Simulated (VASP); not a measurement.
# Settings for ZnCu: self-consistent run

ZnCu, Pm-3m (no. 221), 2 atoms in the cell. R2SCAN; PAW potentials Zn, Cu (PBE set). VASP 6.6.1.

Wanted: energy within 0.2 meV/atom; Fermi level within 0.005 eV.

What the run is for: comparing ways to start; Accuracy asked: tight.

POSCAR:
```
ZnCu
1.0
    2.9450000000      0.0000000000      0.0000000000
    0.0000000000      2.9450000000      0.0000000000
    0.0000000000      0.0000000000      2.9450000000
Zn Cu
1 1
Direct
    0.5000000000      0.5000000000      0.5000000000
    0.0000000000      0.0000000000      0.0000000000
```

## How the run starts (with a second run first, the time holds both)

| How the run starts (with a second run first, the time holds both) | Energy less reference (meV/atom) | Fermi level (eV) | Time (s) |
|---|---|---|---|
| from scratch: 16 SCF iterations | 0.00 | 5.2618 | 53 |
| PBE orbitals (WAVECAR): 11 + 9 SCF iterations | 0.00 | 5.2617 | 45 |
| PBE density (CHGCAR): 11 + 16 SCF iterations | 0.00 | 5.2617 | 64 |
| loose PBE orbitals: 10 + 9 SCF iterations | 0.00 | 5.2617 | 47 |

## Question

For each series: keep the first row unless others stay within half of the tolerance and take at least 30 % less time, and then take the fastest.

## Answer

- How the run starts (with a second run first, the time holds both): from scratch: 16 SCF iterations

The chosen settings are those of the reference run.

## The input

INCAR:
```
METAGGA  = R2SCAN         # meta-GGA
ISMEAR   = 1              # smearing method
SIGMA    = 0.1            # smearing width, eV
LWAVE    = F              # write WAVECAR
LCHARG   = F              # write CHGCAR
ISIF     = 2              # what is computed and relaxed
PREC     = Accurate       # precision mode
LASPH    = T              # aspherical terms in the spheres
LREAL    = F              # projectors in reciprocal space
ALGO     = Normal         # electronic algorithm
EDIFF    = 1E-6           # SCF threshold, eV
NELM     = 120            # most SCF steps
GGA_COMPAT= F            
ENCUT    = 440            # plane-wave cutoff, eV
LMIXTAU  = T             
```

KPOINTS:
```
k-points
0
Gamma
  11 11 11
```

Commands:
```
cat potpaw_PBE.64/Zn/POTCAR potpaw_PBE.64/Cu/POTCAR > POTCAR
mpirun -np 1 vasp_std > vasp.out
```

The chosen input took VASP 6.6.1 53 s on 1 core (Intel Xeon Platinum 8259CL @ 2.50GHz (Skylake/Cascade Lake)), a shared host.
